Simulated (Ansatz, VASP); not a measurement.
# One calculation of Rb, two programs

INCAR

```
PREC = Accurate ; ENCUT = 520
EDIFF = 1E-7 ; ISMEAR = -1
SIGMA = 0.08 ; LREAL = F
LASPH = T ; NELM = 100
ALGO = Normal ; ISIF = 2
LWAVE = F ; LCHARG = F
GGA = PE ; NBANDS = 10
```

File KPOINTS:

```
Automatic mesh
0
Gamma
  9 9 9
```

File POSCAR:

```
Rb
1.0
    4.1009540512      0.0000000000      0.0000000000
    0.0000000000      4.1009540512      0.0000000000
    0.0000000000      0.0000000000      4.1009540512
Rb
1
Direct
    0.0000000000      0.0000000000      0.0000000000
```

Input for Ansatz:

```yaml
crystal:
  lattice:
    - [4.1009540512, 0.0, 0.0]
    - [0.0, 4.1009540512, 0.0]
    - [0.0, 0.0, 4.1009540512]
  atoms:
    - { symbol: Rb, position: [0.0, 0.0, 0.0] }
kpoints:
  mp_grid: { grid: [9, 9, 9] }
scf:
  occupations: { method: fermi_dirac, width: 0.08 }
hamiltonian:
  xc: pbe
  pseudopotentials: { kind: all_electron, lapw: { basis_error: 0.001 } }
output:
  forces: true
  stress: true
  eigenvalues: true
  populations: true
```

Change from the starting cell: volume scaled by 0.7, LAPW.

Alike in both runs: task single point; functional PBE; k mesh 9 × 9 × 9; occupations fermi-dirac, width 0.08 eV; no spin polarisation.

|  | VASP | Ansatz |
| --- | --- | --- |
| version | VASP 6.6.1 | Ansatz 0.2.0 |
| potentials or method | VASP PAW PBE potentials, release 64 (Rb_sv) | all-electron LAPW, scalar-relativistic |
| plane-wave cutoff (eV) | 520 | see its input |

|  | VASP | Ansatz | Ansatz less VASP |
| --- | --- | --- | --- |
| pressure (GPa) | 1.5 | 1.5 | 0.00 |

Ansatz ran all-electron here, so the differences hold the error of VASP's frozen core and of both bases.
